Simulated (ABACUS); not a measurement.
# Pt (Fm-3m) in ABACUS: equation of state

Aim: energy against volume of Pt in PBEsol, for its equilibrium volume and stiffness.

All numbers are computed with ABACUS 3.10.1; they aren't measurements. Logs are shortened: lines on timing, memory, paths and dates and some standing lists are left out, and cuts for length are marked.

### 1 The structure

The structure is cubic, space group Fm-3m (No. 225). Conventional cell: a = 3.922 Å, b = 3.922 Å, c = 3.922 Å, α = 90.00°, β = 90.00°, γ = 90.00°. Pt (site symmetry m-3m) is surrounded by 12 Pt at 2.77 Å.

### 2 Equation of state, PBEsol, 14.18 Å³/atom (volume scaled by 0.94)

Input file INPUT:

```
INPUT_PARAMETERS
suffix              Pt
calculation         scf
basis_type          pw
pseudo_dir          ./
symmetry            1
dft_functional      pbesol
ecutwfc             84
pseudo_rcut         7
nspin               1
nbands              13
ks_solver           dav
smearing_method     fd
smearing_sigma      0.00367493
scf_thr             1e-08
scf_nmax            100
mixing_type         broyden
mixing_beta         0.7
cal_force           1
cal_stress          1
kpar                4
```

Input file STRU:

```
ATOMIC_SPECIES
Pt 195.0840 Pt.upf

LATTICE_CONSTANT
1.8897261246

LATTICE_VECTORS
0.0000000000 1.9208704006 1.9208704006
1.9208704006 0.0000000000 1.9208704006
1.9208704006 1.9208704006 0.0000000000

ATOMIC_POSITIONS
Direct

Pt
0.0
1
0.0000000000 0.0000000000 0.0000000000 1 1 1
```

Input file KPT:

```
K_POINTS
0
Gamma
12 12 12 0 0 0
```

Potentials or basis: PseudoDojo NC SR 0.4.1 PBEsol standard, plane waves.

Started as:

```
> OMP_NUM_THREADS=1 mpirun -np 4 abacus > log
```

running log:

```text
ABACUS v3.10.1

               Atomic-orbital Based Ab-initio Computation at UStc

 ------------------------------------------------------------------------------------

 READING GENERAL INFORMATION
                           global_out_dir = OUT.Pt/
                           global_in_card = INPUT
                               pseudo_dir = ./
                              orbital_dir =
                                    DSIZE = 4
                                    GSIZE = 1

 READING UNITCELL INFORMATION
                                    ntype = 1
                  lattice constant (Bohr) = 1.88973
              lattice constant (Angstrom) = 1

 READING ATOM TYPE 1
                               atom label = Pt
                      L=0, number of zeta = 1
                      L=1, number of zeta = 1
                      L=2, number of zeta = 1
             number of atom for this type = 1

                        TOTAL ATOM NUMBER = 1
DIRECT COORDINATES
    atom                   x                   y                   z     mag                  vx                  vy                  vz
taud_Pt1            0.0000000000        0.0000000000        0.0000000000  0.0000        0.0000000000        0.0000000000        0.0000000000

                          Volume (Bohr^3) = 95.6579
                             Volume (A^3) = 14.175

 Lattice vectors: (Cartesian coordinate: in unit of a_0)
                   +0            +1.92087            +1.92087
             +1.92087                  +0            +1.92087
             +1.92087            +1.92087                  +0
 Reciprocal vectors: (Cartesian coordinate: in unit of 2 pi/a_0)
            -0.260299           +0.260299           +0.260299
            +0.260299           -0.260299           +0.260299
            +0.260299           +0.260299           -0.260299
 The esolver type has been set to : ksdft_pw

                PAO radial cut off (Bohr) = 7

 Read in pseudopotential file is Pt.upf
                     pseudopotential type = NC
          exchange-correlation functional = PBESOL
                 nonlocal core correction = 1
                        valence electrons = 18
                                     lmax = 3
                           number of zeta = 4
                     number of projectors = 8
                           L of projector = 0
                           L of projector = 0
                           L of projector = 1
                           L of projector = 1
                           L of projector = 2
                           L of projector = 2
                           L of projector = 3
                           L of projector = 3
     initial pseudo atomic orbital number = 10

 SETUP THE ELECTRONS NUMBER
            electron number of element Pt = 18
      total electron number of element Pt = 18
            AUTOSET number of electrons:  = 18
                           occupied bands = 9
                                   NBANDS = 13
                                   NLOCAL = 9

%%%%%%%%%%%%%%%%%%%%%%%%%%%%%%%%%%%%%%%%%%%%%%%%%%%%%%%%%%%%%%%%%%%%%%%%%%%%%%%%%%%%%%%%%%%%%%%%%%%%%%%%%%
 Warning: the number of valence electrons in pseudopotential > 10 for Pt: [Xe] 4f14 5d9 6s1
 Pseudopotentials with additional electrons can yield (more) accurate outcomes, but may be less efficient.
 If you're confident that your chosen pseudopotential is appropriate, you can safely ignore this warning.
%%%%%%%%%%%%%%%%%%%%%%%%%%%%%%%%%%%%%%%%%%%%%%%%%%%%%%%%%%%%%%%%%%%%%%%%%%%%%%%%%%%%%%%%%%%%%%%%%%%%%%%%%%

 SETUP THE PLANE WAVE BASIS
 energy cutoff for charge/potential (unit:Ry) = 336
            fft grid for charge/potential = [ 30, 30, 30 ]
                        fft grid division = [ 1, 1, 1 ]
        big fft grid for charge/potential = [ 30, 30, 30 ]
                                     nbxx = 27000
                                     nrxx = 27000

 SETUP PLANE WAVES FOR CHARGE/POTENTIAL
                    number of plane waves = 9841
                         number of sticks = 595

 PARALLEL PW FOR CHARGE/POTENTIAL
     PROC   COLUMNS(POT)             PW
        1            595           9841
 --------------- sum -------------------
        1            595           9841
                            number of |g| = 151
                                  max |g| = 30.0156
                                  min |g| = 0

----------- Double Check Mixing Parameters Begin ------------
mixing_type: broyden
mixing_beta: 0.7
mixing_gg0: 1
mixing_gg0_min: 0.1
mixing_ndim: 8
----------- Double Check Mixing Parameters End ------------

 LATTICE VECTORS: (CARTESIAN COORDINATE: IN UNIT OF A0)
                   +0            +1.92087            +1.92087
             +1.92087                  +0            +1.92087
[... 31 lines left out ...]
                             BRAVAIS TYPE = 2
                     BRAVAIS LATTICE NAME = 02. Cubic I (body-centered)
                                    ibrav = 2
                       right hand lattice = 1
(for k-lattice: )
                             BRAVAIS TYPE = 2
                     BRAVAIS LATTICE NAME = 02. Cubic I (body-centered)
                                    ibrav = 2
                       right hand lattice = 1
                        ROTATION MATRICES = 48
                               nkstot_ibz = 72
K-POINTS REDUCTION ACCORDING TO SYMMETRY
     IBZ    DIRECT_X    DIRECT_Y    DIRECT_Z  WEIGHT  ibz2bz
       1  0.00000000  0.00000000  0.00000000  0.0006       0
       2  0.08333333  0.08333333  0.08333333  0.0046       1
       3  0.16666667  0.16666667  0.16666667  0.0046       2
       4  0.25000000  0.25000000  0.25000000  0.0046       3
       5  0.33333333  0.33333333  0.33333333  0.0046       4
       6  0.41666667  0.41666667  0.41666667  0.0046       5
[... 22 lines left out ...]
      29  0.33333333  0.33333333  0.08333333  0.0139      40
      30  0.41666667  0.41666667  0.16666667  0.0139      41
[... 42 further k points ...]

                               nkstot now = 72
[... K-POINTS DIRECT COORDINATES: 72 rows ...]

           k-point number in this process = 18
       minimum distributed K point number = 18
[... stars of the k points ...]

[... K-POINTS CARTESIAN COORDINATES: 18 rows ...]

[... K-POINTS DIRECT COORDINATES: 18 rows ...]

 SETUP PLANE WAVES FOR WAVE FUNCTIONS
     energy cutoff for wavefunc (unit:Ry) = 84
              fft grid for wave functions = [ 30, 30, 30 ]
                    number of plane waves = 1591
                         number of sticks = 187

 PARALLEL PW FOR WAVE FUNCTIONS
     PROC   COLUMNS(POT)             PW
        1            187           1591
 --------------- sum -------------------
        1            187           1591

 SETUP NONLOCAL PSEUDOPOTENTIALS IN PLANE WAVE BASIS
 Pt non-local projectors:
 projector 1 L=0
 projector 2 L=0
 projector 3 L=1
 projector 4 L=1
 projector 5 L=2
 projector 6 L=2
 projector 7 L=3
 projector 8 L=3
      TOTAL NUMBER OF NONLOCAL PROJECTORS = 32

 Init Non-Local PseudoPotential table :
 Init Non-Local-Pseudopotential done.

                                     npwx = 1261

 Make real space PAO into reciprocal space.
       max mesh points in Pseudopotential = 701
     dq(describe PAO in reciprocal space) = 0.01
                                    max q = 1104

 number of pseudo atomic orbitals for Pt is 4
WARNING: norm of atomic wavefunction # 3 of atomic type Pt is 0.999889, renormalized
WARNING: norm of atomic wavefunction # 4 of atomic type Pt is 0.997658, renormalized

 -------------------------------------------
 SELF-CONSISTENT
 -------------------------------------------
                                 init_chg = atomic

 PW ALGORITHM --------------- ION=   1  ELEC=   1--------------------------------
 Notice: Threshold on eigenvalues was too large.
 hsover_error=0.18 > DRHO=0.0798991
 Origin diag ethr = 0.01
 New diag ethr = 0.000443884

 Density error is 0.0809151681822
                          Error Threshold = 0.000443884073697
----------------------------------------------------------
     Energy           Rydberg                 eV
----------------------------------------------------------
 E_KohnSham     -261.0870494446      -3552.2715464539
 E_Harris       -263.8024125712      -3589.2159571158
 E_Fermi        1.9465275357         26.4838657999
----------------------------------------------------------
[... 51 lines left out ...]
 Density error is 6.42575997309e-10
                          Error Threshold = 8.86350481453e-10
----------------------------------------------------------
     Energy           Rydberg                 eV
----------------------------------------------------------
 E_KohnSham     -261.1106923565      -3552.5932247737
 E_KS(sigma->0) -261.1101481028      -3552.5858198223
 E_Harris       -261.1107785699      -3552.5943977663
 E_band         -7.2579677853        -98.7497177801
 E_one_elec     -45.1628865616       -614.4725953654
 E_Hartree      36.0476082868        490.4528719720
 E_xc           -47.3760791310       -644.5846250802
 E_Ewald        -204.6182464433      -2783.9740663971
 E_entropy(-TS) -0.0010885074        -0.0148099030
 E_descf        0.0000000000         0.0000000000
 E_exx          0.0000000000         0.0000000000
 E_Fermi        1.8689990735         25.4290369564
----------------------------------------------------------

 charge density convergence is achieved
 final etot is -3552.5932248 eV
 EFERMI = 25.429036956 eV

 STATE ENERGY(eV) AND OCCUPATIONS    NSPIN == 1
 1/18 kpoint (Cartesian) = 0.0000 0.0000 0.0000 (1243 pws)
       1       -73.5129     0.00115741
       2       -27.3444     0.00115741
       3       -27.3444     0.00115741
       4       -27.3444     0.00115741
       5        14.3824     0.00115741
       6        21.1959     0.00115741
       7        21.1959     0.00115741
       8        21.1959     0.00115741
       9        23.6117     0.00115741
      10        23.6117     0.00115741
      11        39.7762        0.00000
      12        45.0591        0.00000
      13        45.0591        0.00000
[... 61 lines left out ...]
 6/18 kpoint (Cartesian) = 0.10846 0.10846 0.10846 (1245 pws)
       1       -73.4711     0.00925926
       2       -27.9016     0.00925926
       3       -27.4246     0.00925926
       4       -27.4246     0.00925926
       5        17.3530     0.00925926
       6        21.2036     0.00925926
       7        21.2036     0.00925926
       8        23.4706     0.00925926
       9        25.1826     0.00919281
      10        25.1826     0.00919281
      11        33.2144    2.20709e-70
      12        39.7144        0.00000
      13        45.4183        0.00000

[... levels at 12 further k points ...]

------------------------------------------------------------------------------------------
 TOTAL-FORCE (eV/Angstrom)
------------------------------------------------------------------------------------------
                       Pt1         0.0000000000         0.0000000000         0.0000000000
------------------------------------------------------------------------------------------

----------------------------------------------------------------
 TOTAL-STRESS (KBAR)
----------------------------------------------------------------
       193.2207969489        -0.0000000000        -0.0000000000
         0.0000000000       193.2207969489        -0.0000000000
         0.0000000000        -0.0000000000       193.2207969489
----------------------------------------------------------------
 TOTAL-PRESSURE: 193.220797 KBAR

 --------------------------------------------
 !FINAL_ETOT_IS -3552.5932247737428042 eV
 --------------------------------------------
```

It took 12 s on 4 MPI ranks of AMD EPYC, shared host; peak memory 0.24 GiB.

Results:

```
Free energy            : -3552.5932 eV
Pressure               : 19.3 GPa
Band gap on the k mesh : none (metal or under the smearing width)
```

### 3 Equation of state, PBEsol, 14.48 Å³/atom (volume scaled by 0.96)

INPUT is that of step 2.

Input file STRU:

```
ATOMIC_SPECIES
Pt 195.0840 Pt.upf

LATTICE_CONSTANT
1.8897261246

LATTICE_VECTORS
0.0000000000 1.9343981026 1.9343981026
1.9343981026 0.0000000000 1.9343981026
1.9343981026 1.9343981026 0.0000000000

ATOMIC_POSITIONS
Direct

Pt
0.0
1
0.0000000000 0.0000000000 0.0000000000 1 1 1
```

KPT is that of step 2.

Potentials or basis: PseudoDojo NC SR 0.4.1 PBEsol standard, plane waves.

Started as:

```
> OMP_NUM_THREADS=1 mpirun -np 4 abacus > log
```

Wall time 7.2 s (4 MPI ranks of AMD EPYC, shared host); peak memory 0.24 GiB.

It converged, with:

- Free energy: -3552.6223 eV
- Pressure: 11.6 GPa
- Band gap on the k mesh: none (metal or under the smearing width)

### 4 Equation of state, PBEsol, 14.78 Å³/atom (volume scaled by 0.98)

INPUT is that of step 3.

Input file STRU:

```
ATOMIC_SPECIES
Pt 195.0840 Pt.upf

LATTICE_CONSTANT
1.8897261246

LATTICE_VECTORS
0.0000000000 1.9477392008 1.9477392008
1.9477392008 0.0000000000 1.9477392008
1.9477392008 1.9477392008 0.0000000000

ATOMIC_POSITIONS
Direct

Pt
0.0
1
0.0000000000 0.0000000000 0.0000000000 1 1 1
```

KPT is that of step 3.

Started as:

```
> OMP_NUM_THREADS=1 mpirun -np 4 abacus > log
```

Wall time 6.8 s (4 MPI ranks of AMD EPYC, shared host); peak memory 0.24 GiB.

It converged, with:

```
Free energy            : -3552.6377 eV
Pressure               : 4.8 GPa
Band gap on the k mesh : none (metal or under the smearing width)
```

### 5 Equation of state, PBEsol, 15.08 Å³/atom

INPUT is that of step 4.

Input file STRU:

```
ATOMIC_SPECIES
Pt 195.0840 Pt.upf

LATTICE_CONSTANT
1.8897261246

LATTICE_VECTORS
0.0000000000 1.9609000000 1.9609000000
1.9609000000 0.0000000000 1.9609000000
1.9609000000 1.9609000000 0.0000000000

ATOMIC_POSITIONS
Direct

Pt
0.0
1
0.0000000000 0.0000000000 0.0000000000 1 1 1
```

KPT is that of step 4.

Started as:

```
> OMP_NUM_THREADS=1 mpirun -np 4 abacus > log
```

It took 7.4 s on 4 MPI ranks of AMD EPYC, shared host; peak memory 0.24 GiB.

Results (log left out):

| Property | Result |
| --- | --- |
| Free energy | -3552.6410 eV |
| Pressure | -1.2 GPa |
| Band gap on the k mesh | none (metal or under the smearing width) |

### 6 Equation of state, PBEsol, 15.38 Å³/atom (volume scaled by 1.02)

INPUT is that of step 5.

Input file STRU:

```
ATOMIC_SPECIES
Pt 195.0840 Pt.upf

LATTICE_CONSTANT
1.8897261246

LATTICE_VECTORS
0.0000000000 1.9738864712 1.9738864712
1.9738864712 0.0000000000 1.9738864712
1.9738864712 1.9738864712 0.0000000000

ATOMIC_POSITIONS
Direct

Pt
0.0
1
0.0000000000 0.0000000000 0.0000000000 1 1 1
```

KPT is that of step 5.

Potentials or basis: PseudoDojo NC SR 0.4.1 PBEsol standard, plane waves.

Started as:

```
> OMP_NUM_THREADS=1 mpirun -np 4 abacus > log
```

Run time: 7.1 s. Hardware: 4 MPI ranks of AMD EPYC, shared host; peak memory 0.24 GiB.

The run converged. Its results:

| Property | Result |
| --- | --- |
| Free energy | -3552.6338 eV |
| Pressure | -6.5 GPa |
| Band gap on the k mesh | none (metal or under the smearing width) |

### 7 Equation of state, PBEsol, 15.68 Å³/atom (volume scaled by 1.04)

INPUT is that of step 6.

Input file STRU:

```
ATOMIC_SPECIES
Pt 195.0840 Pt.upf

LATTICE_CONSTANT
1.8897261246

LATTICE_VECTORS
0.0000000000 1.9867042750 1.9867042750
1.9867042750 0.0000000000 1.9867042750
1.9867042750 1.9867042750 0.0000000000

ATOMIC_POSITIONS
Direct

Pt
0.0
1
0.0000000000 0.0000000000 0.0000000000 1 1 1
```

KPT is that of step 6.

Started as:

```
> OMP_NUM_THREADS=1 mpirun -np 4 abacus > log
```

It took 7.5 s on 4 MPI ranks of AMD EPYC, shared host; peak memory 0.24 GiB.

Results (log left out):

| Item | Value |
| --- | --- |
| Free energy | -3552.6172 eV |
| Pressure | -11.1 GPa |
| Band gap on the k mesh | none (metal or under the smearing width) |

### 8 Equation of state, PBEsol, 15.98 Å³/atom (volume scaled by 1.06)

INPUT is that of step 7.

Input file STRU:

```
ATOMIC_SPECIES
Pt 195.0840 Pt.upf

LATTICE_CONSTANT
1.8897261246

LATTICE_VECTORS
0.0000000000 1.9993587835 1.9993587835
1.9993587835 0.0000000000 1.9993587835
1.9993587835 1.9993587835 0.0000000000

ATOMIC_POSITIONS
Direct

Pt
0.0
1
0.0000000000 0.0000000000 0.0000000000 1 1 1
```

KPT is that of step 7.

Started as:

```
> OMP_NUM_THREADS=1 mpirun -np 4 abacus > log
```

Wall time 7.3 s (4 MPI ranks of AMD EPYC, shared host); peak memory 0.24 GiB.

The run converged. Its results:

```
Free energy            : -3552.5924 eV
Pressure               : -15.2 GPa
Band gap on the k mesh : none (metal or under the smearing width)
```

### 9 Equation of state, PBEsol

Potentials or basis: PseudoDojo NC SR 0.4.1 PBEsol standard, plane waves.

This step only gathers the single runs of the series.

Results:

- Equilibrium volume: 15.02 Å³/atom
- Bulk modulus: 287 GPa
- Pressure derivative of the bulk modulus: 5.3

Energy against volume, from the lowest point:
| volume (Å³/atom) | energy (meV/atom) |
| --- | --- |
| 14.175 | 47.79 |
| 14.477 | 18.76 |
| 14.778 | 3.36 |
| 15.080 | 0.00 |
| 15.381 | 7.24 |
| 15.683 | 23.83 |
| 15.985 | 48.63 |
